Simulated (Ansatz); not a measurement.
A calculation with Ansatz 0.2.0 of YN (ASE script, structure from a P1 CIF):

File run.py:

```python
import json

import ase.io
import numpy as np
from ase.calculators.calculator import CalculationFailed, Calculator
from ase.stress import full_3x3_to_voigt_6_stress
from ase.units import GPa

import ansatz as az

class AnsatzCalculator(Calculator):
    implemented_properties = ["energy", "free_energy", "forces", "stress", "magmom"]

    def calculate(self, atoms, properties, system_changes):
        super().calculate(atoms, properties, system_changes)
        structure = atoms.copy()
        structure.set_constraint()
        structure.set_momenta(None)
        structure.set_masses(None)
        outcome = (
            az.Crystal.from_ase(structure)
            .calculation()
            .basis(xc_grid=2)
            .kpoints(9, 9, 9)
            .functional("pbesol", dispersion="d3bj")
            .pseudopotentials(kind="paw_fr")
            .spin("noncollinear", soc=True)
            .scf(tolerance=2e-10)
            .occupations(method="fixed")
            .forces()
            .stress()
            .run(threads=2)
        )
        if not outcome.report["converged"]:
            raise CalculationFailed("SCF not converged")
        report = outcome.report
        self.results = {
            "free_energy": report["lagrangian_ev"],
            "energy": report["lagrangian_ev"],
            "forces": np.array(report["forces_ev_ang"]),
            "stress": -GPa * full_3x3_to_voigt_6_stress(report["stress_gpa"]),
            "magmom": report["magnetization_mub"],
        }

np.set_printoptions(precision=5, suppress=True, linewidth=110)
atoms = ase.io.read("YN.cif")
atoms.info.pop("occupancy", None)
atoms.calc = AnsatzCalculator()
print(f"free energy {atoms.get_potential_energy():.6f} eV")
print("forces (eV/A)", atoms.get_forces(), sep="\n")
print("stress (GPa, Voigt, tension positive)", atoms.get_stress() / GPa, sep="\n")
print(f"moment {atoms.get_magnetic_moment():.4f} muB")
```

File YN.cif:

```cif
data_YN
_cell_length_a 3.44855977
_cell_length_b 3.44855977
_cell_length_c 3.44855977
_cell_angle_alpha 60.00000000
_cell_angle_beta 60.00000000
_cell_angle_gamma 60.00000000
_space_group_name_H-M_alt 'P1'
_space_group_name_Hall 'P 1'
_space_group_IT_number 1
loop_
_space_group_symop_operation_xyz
'x,y,z'
loop_
_atom_site_label
_atom_site_type_symbol
_atom_site_symmetry_multiplicity
_atom_site_Wyckoff_symbol
_atom_site_fract_x
_atom_site_fract_y
_atom_site_fract_z
_atom_site_occupancy
Y1 Y 1 a 0.0000000000 0.0000000000 0.0000000000 1
N1 N 1 a 0.5000000000 0.5000000000 0.5000000000 1
```

Potentials or basis: Ansatz PAW.

Run with:

```sh
$ python run.py
```

Task: Write the same calculation in another form: native input, structure typed inline.

Result: As run:

input.yaml

```yaml
crystal:
  lattice:
    - [3.44855977, 0.0, 0.0]
    - [1.724279885, 2.9865403673, 0.0]
    - [1.724279885, 0.9955134558, 2.8157372613]
  atoms:
    - { symbol: "Y", position: [0.0, 0.0, 0.0] }
    - { symbol: "N", position: [0.5, 0.5, 0.5] }
hamiltonian:
  xc: pbesol
  pseudopotentials: { kind: paw_fr }
  dispersion: d3bj
magnetization:
  noncollinear: true
  spin_orbit: true
kpoints:
  mp_grid: { grid: [9, 9, 9] }
scf:
  occupations: { method: fixed }
output:
  forces: true
  stress: true
  eigenvalues: true
```

Potentials or basis: Ansatz PAW.

Run with:

```bash
$ ansatz run input.yaml --threads 2 --pin off --max-ram 5120MiB --backend cpu --events-out ev --progress --plain --runs-dir out
```

Both were run:

|  | ASE script, structure from a P1 CIF | native input, structure typed inline |
| --- | --- | --- |
| Pressure | -5.8 GPa | -5.8 GPa |
| Band gap on the k mesh | 0.14 eV | 0.14 eV, indirect (least direct gap 0.51 eV) |

Keys that steer only the numerical path or the files written may differ.

Caveat: odd divisions of the mesh miss points on the zone boundary, where band edges often lie, so the gap on the mesh can be too wide; the pressure holds a Pulay correction of +0.3 GPa for the finite cutoff; the PAW data sets come from PBE, with cores solved anew for the run's functional, which leaves a small shift of forces and pressure.
